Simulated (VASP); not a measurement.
# Hf2B3 (Pm-3m) in VASP: density of states with PBE

Aim: the density of states of Hf2B3 with PBE.

Program: VASP 6.6.1. These are calculated values, not measurements. Logs are shortened: lines on timing, memory, paths and dates and some standing lists are left out, and cuts for length are marked.

### Step 1. The structure

It takes space group Pm-3m (No. 221, cubic). Conventional cell: a = 4.175 Å, b = 4.175 Å, c = 4.175 Å, α = 90.00°, β = 90.00°, γ = 90.00°. Around Hf (site symmetry m-3m) lie 6 B at 2.09 Å. Hf (site symmetry m-3m) has 12 B at 2.95 Å as nearest neighbours. B (site symmetry 4/mmm) is surrounded by 2 Hf at 2.09 Å.

The cell was built by a generator and needn't be a form met in nature.

### Step 2. Density of states, PBE

POSCAR

```
Hf2B3
1.0
    4.1745886424      0.0000000000      0.0000000000
    0.0000000000      4.1745886424      0.0000000000
    0.0000000000      0.0000000000      4.1745886424
Hf B
2 3
Direct
    0.0000000000      0.0000000000      0.0000000000
    0.5000000000      0.5000000000      0.5000000000
    0.5000000000      0.0000000000      0.0000000000
    0.0000000000      0.5000000000      0.0000000000
    0.0000000000      0.0000000000      0.5000000000
```

INCAR.step1

```
SYSTEM = Hf2B3
ALGO = Normal
EDIFF = 1E-6
ENCUT = 520
GGA = PE
ISIF = 2
ISMEAR = 0
LASPH = .TRUE.
LCHARG = .TRUE.
LMAXMIX = 4
LREAL = .FALSE.
LWAVE = .FALSE.
NBANDS = 22
NELM = 60
PREC = Accurate
SIGMA = 0.1
```

KPOINTS.step1

```
k-points
0
G
  10 10 10
  0 0 0
```

INCAR.step2

```
SYSTEM = Hf2B3
ALGO = Normal
EDIFF = 1E-6
ENCUT = 520
GGA = PE
ICHARG = 11
ISIF = 2
ISMEAR = -5
LASPH = .TRUE.
LCHARG = .FALSE.
LMAXMIX = 4
LORBIT = 11
LREAL = .FALSE.
LWAVE = .FALSE.
NBANDS = 22
NEDOS = 1001
NELM = 60
PREC = Accurate
SIGMA = 0.1
```

KPOINTS.step2

```
k-points
0
G
  15 15 15
  0 0 0
```

Potentials or basis: VASP PAW PBE potentials, release 64 (Hf_pv, B).

On the command line:

```sh
$ cat potpaw_PBE.64/Hf_pv/POTCAR potpaw_PBE.64/B/POTCAR > POTCAR
$ cp INCAR.step1 INCAR
$ cp KPOINTS.step1 KPOINTS
$ mpirun -np 1 vasp_std > vasp.out
$ cp INCAR.step2 INCAR
$ cp KPOINTS.step2 KPOINTS
$ mpirun -np 1 vasp_std > vasp.out
```

OUTCAR:

```text
SYSTEM = Hf2B3
   EDIFF = 1E-6
   ENCUT = 520
   GGA = PE
   ICHARG = 11
   ISIF = 2
   ISMEAR = -5
   LASPH = .TRUE.
   LORBIT = 11
   LREAL = .FALSE.
   NELM = 60
   PREC = Accurate

 ion  position               nearest neighbor table
   1  0.000  0.000  0.000-   3 2.09   4 2.09   5 2.09   5 2.09   4 2.09   3 2.09   2 3.62   2 3.62
                             2 3.62   2 3.62   2 3.62   2 3.62   2 3.62   2 3.62
   2  0.500  0.500  0.500-   3 2.95   4 2.95   5 2.95   3 2.95   4 2.95   3 2.95   5 2.95   3 2.95
                             4 2.95   5 2.95   4 2.95   5 2.95   1 3.62   1 3.62   1 3.62   1 3.62
   3  0.500  0.000  0.000-   1 2.09   1 2.09   2 2.95   2 2.95   2 2.95   2 2.95
   4  0.000  0.500  0.000-   1 2.09   1 2.09   2 2.95   2 2.95   2 2.95   2 2.95
   5  0.000  0.000  0.500-   1 2.09   1 2.09   2 2.95   2 2.95   2 2.95   2 2.95

  LATTYP: Found a simple cubic cell.
 ALAT       =     4.1745886424

  Lattice vectors:

 A1 = (   4.1745886424,   0.0000000000,   0.0000000000)
 A2 = (   0.0000000000,   4.1745886424,   0.0000000000)
 A3 = (   0.0000000000,   0.0000000000,   4.1745886424)

Analysis of symmetry for initial positions (statically):
=====================================================================
 Subroutine PRICEL returns:
 Original cell was already a primitive cell.

 Routine SETGRP: Setting up the symmetry group for a
 simple cubic supercell.

 Subroutine GETGRP returns: Found 48 space group operations
 (whereof 48 operations were pure point group operations)
 out of a pool of 48 trial point group operations.

The static configuration has the point symmetry O_h .

Analysis of symmetry for dynamics (positions and initial velocities):
=====================================================================
 Subroutine PRICEL returns:
 Original cell was already a primitive cell.

 Routine SETGRP: Setting up the symmetry group for a
 simple cubic supercell.

 Subroutine GETGRP returns: Found 48 space group operations
 (whereof 48 operations were pure point group operations)
 out of a pool of 48 trial point group operations.

The dynamic configuration has the point symmetry O_h .

 Subroutine INISYM returns: Found 48 space group operations
 (whereof 48 operations are pure point group operations),
 and found     1 'primitive' translations

----------------------------------------------------------------------------------------

                                     Primitive cell

[... 105 lines left out ...]
   ISYM   =      2    0-nonsym 1-usesym 2-fastsym
   POTIM  = 0.5000    time-step for ionic-motion
   TEBEG  =    0.0;   TEEND  =   0.0 temperature during run
   PSTRESS=    0.0 pullay stress
   NELECT =      29.0000    total number of electrons
   NUPDOWN=      -1.0000    fix difference up-down
   EMIN   =  10.00;   EMAX   =-10.00  energy-range for DOS
   EFERMI =   0.00;   METHOD = LEGACY
   ISMEAR =    -5;   SIGMA  =   0.10  broadening in eV -4-tet -1-fermi 0-gaus
   EFERMI_NEDOS =   21; number of points for ismear=-14 and -15
   IALGO  =     38    algorithm
   IMIX   =      4    mixing-type and parameters
     AMIX     =   0.40;   BMIX     =  1.00
     AMIX_MAG =   1.60;   BMIX_MAG =  1.00
  volume/ion in A,a.u.               =      14.55        98.19
  Fermi-wavevector in a.u.,A,eV,Ry     =   1.204834  2.276806 19.750550  1.451624
  Thomas-Fermi vector in A             =   2.340548
   LORBIT       =     11    0 simple, 1 ext, 2 COOP (PROOUT), +10 PAW based schemes
   GGA     = PE    functional components
   LHFCALC =     F    Hartree Fock is set to
   AEXX    =    0.0000 exact exchange contribution
   IVDW    =     0    specifies the selected vdW correction
   LEPSILON=     F    determine dielectric tensor
   LRPA    =     F    only Hartree local field effects (RPA)
 non-spin polarized calculation
 Fermi weights with tetrahedron method with Bloechl corrections
  energy-cutoff  :      520.00
  volume of cell :       72.75
 maximum number of plane-waves:      1977
 NGX is ok and might be reduce to    32

 number of electron      29.0000001 magnetization

 Free energy of the ion-electron system (eV)
  ---------------------------------------------------
  ext. energy  EPLUGINS =         0.00000000
  ---------------------------------------------------
  free energy    TOTEN  =       -34.74592007 eV

  energy without entropy =      -34.74592007  energy(sigma->0) =      -34.74592007

 E-fermi :   4.5903     XC(G=0): -11.0314

 val. band max:        4.6440349217   @ k =   0.0667   0.0000   0.0000
 cond. band min:       4.4602104636   @ k =   0.1333   0.0000   0.0000
 fundamental gap:     -0.1838244581
 Fermi energy:         4.5902510678

 k-point     1 :       0.0000    0.0000    0.0000
  band No.  band energies     occupation
      1     -27.6850      2.00000
      2     -27.6850      2.00000
      3     -27.6850      2.00000
      4     -24.4541      2.00000
      5     -24.4541      2.00000
      6     -24.4541      2.00000
[... 589 lines left out ...]
     21       8.2234      0.00000
     22       8.3312      0.00000

 [... further k-points ...]
[... 5 lines left out ...]
  --------------------------------------------------------------------------------------
  -------------------------------------------------------------------------------------
  Total        0.6329779      0.6329779      0.6329779      0.0000000     -0.0000000      0.0000000
  in kB       13.9398490     13.9398490     13.9398490      0.0000000     -0.0000000      0.0000000
  external PRESSURE =      13.9398490 kB  Pullay stress =       0.0000000 kB

 VOLUME and BASIS-vectors are now :
 -----------------------------------------------------------------------------
  energy-cutoff  :      520.00
  volume of cell :       72.75
      direct lattice vectors                 reciprocal lattice vectors
     4.174588642  0.000000000  0.000000000     0.239544560  0.000000000  0.000000000
     0.000000000  4.174588642  0.000000000     0.000000000  0.239544560  0.000000000
     0.000000000  0.000000000  4.174588642     0.000000000  0.000000000  0.239544560

 POSITION                                       TOTAL-FORCE (eV/Angst)
 -----------------------------------------------------------------------------------
      0.00000      0.00000      0.00000         0.000000      0.000000      0.000000
      2.08729      2.08729      2.08729         0.000000      0.000000      0.000000
      2.08729      0.00000      0.00000         0.000000      0.000000      0.000000
      0.00000      2.08729      0.00000         0.000000      0.000000      0.000000
      0.00000      0.00000      2.08729         0.000000      0.000000      0.000000
 -----------------------------------------------------------------------------------
    total drift:                                0.000000      0.000000     -0.000000

  FREE ENERGIE OF THE ION-ELECTRON SYSTEM (eV)
  ---------------------------------------------------
  free  energy   TOTEN  =       -34.7459200712 eV

  energy  without entropy=      -34.7459200712  energy(sigma->0) =      -34.74592007

 total charge

# of ion       s       p       d       tot
------------------------------------------
    1        0.472   6.710   2.526   9.708
    2        0.210   6.226   1.260   7.696
    3        0.773   0.959   0.000   1.732
    4        0.773   0.959   0.000   1.732
    5        0.773   0.959   0.000   1.732
--------------------------------------------------
tot          3.001  15.813   3.786  22.600
```

OSZICAR.step1:

```text
N       E                     dE             d eps       ncg     rms          rms(c)
DAV:   1     0.885294369158E+02    0.88529E+02   -0.14636E+04  2488   0.119E+03
DAV:   2    -0.348673444586E+02   -0.12340E+03   -0.11687E+03  3074   0.278E+02
DAV:   3    -0.402196569772E+02   -0.53523E+01   -0.52124E+01  3268   0.400E+01
DAV:   4    -0.403003863755E+02   -0.80729E-01   -0.80588E-01  3090   0.537E+00
DAV:   5    -0.403018152380E+02   -0.14289E-02   -0.14286E-02  3342   0.599E-01    0.985E+01
DAV:   6    -0.348298826204E+02    0.54719E+01   -0.13392E+01  3312   0.125E+01    0.429E+01
DAV:   7    -0.347753653777E+02    0.54517E-01   -0.19585E+00  3414   0.617E+00    0.162E+01
DAV:   8    -0.348356890621E+02   -0.60324E-01   -0.93657E-01  3298   0.428E+00    0.716E+00
DAV:   9    -0.347631433782E+02    0.72546E-01   -0.67540E-01  3266   0.344E+00    0.280E+00
DAV:  10    -0.347381948860E+02    0.24948E-01   -0.79505E-02  3322   0.124E+00    0.117E+00
DAV:  11    -0.347377552487E+02    0.43964E-03   -0.54719E-03  3402   0.342E-01    0.398E-01
DAV:  12    -0.347376638459E+02    0.91403E-04   -0.80757E-04  3020   0.134E-01    0.150E-01
DAV:  13    -0.347376637604E+02    0.85524E-07   -0.56079E-05  3366   0.385E-02    0.274E-02
DAV:  14    -0.347376625048E+02    0.12556E-05   -0.63567E-06  3352   0.110E-02    0.151E-02
DAV:  15    -0.347376624512E+02    0.53621E-07   -0.36857E-07  1726   0.327E-03
   1 F= -.34737662E+02 E0= -.34732261E+02  d E =-.108034E-01
```

Run time: 96 s. Hardware: 1 thread of Intel Xeon Platinum 8488C (Sapphire Rapids), shared host; peak memory 0.29 GiB.

What came out:

* Valence electrons inside the program's atomic spheres: Hf 9.71, 7.70; B 1.73

States per cell in windows of 1 eV (zero at the Fermi level; states under -8 eV left out):
```tsv
from (eV)	total	Hf2_d	Hf1_d	B3_p	B4_p	B5_p	Hf1_p
-8.0	0.68	0.02	0.02	0.01	0.01	0.01	0.02
-7.0	1.94	0.05	0.21	0.03	0.03	0.03	0.14
-6.0	2.30	0.07	0.32	0.02	0.02	0.02	0.18
-5.0	1.06	0.05	0.15	0.06	0.06	0.06	0.02
-4.0	2.13	0.15	0.33	0.15	0.15	0.15	0.03
-3.0	3.72	0.36	0.82	0.32	0.32	0.32	0.11
-2.0	3.17	0.38	0.60	0.29	0.29	0.29	0.28
-1.0	0.88	0.18	0.09	0.06	0.06	0.06	0.05
0.0	2.77	0.78	0.22	0.17	0.17	0.17	0.14
1.0	3.18	1.14	0.23	0.19	0.19	0.19	0.17
2.0	4.70	1.69	0.31	0.30	0.30	0.30	0.39
3.0	3.33	1.37	0.34	0.20	0.20	0.20	0.20
4.0	1.15	0.39	0.12	0.09	0.09	0.09	0.02
5.0	0.00	0.00	0.00	0.00	0.00	0.00	0.00
6.0	0.00	0.00	0.00	0.00	0.00	0.00	0.00
```

Caveat: tetrahedron occupations give inexact forces and stress in metals. Spin-orbit coupling is left out, which matters for the levels of Hf.
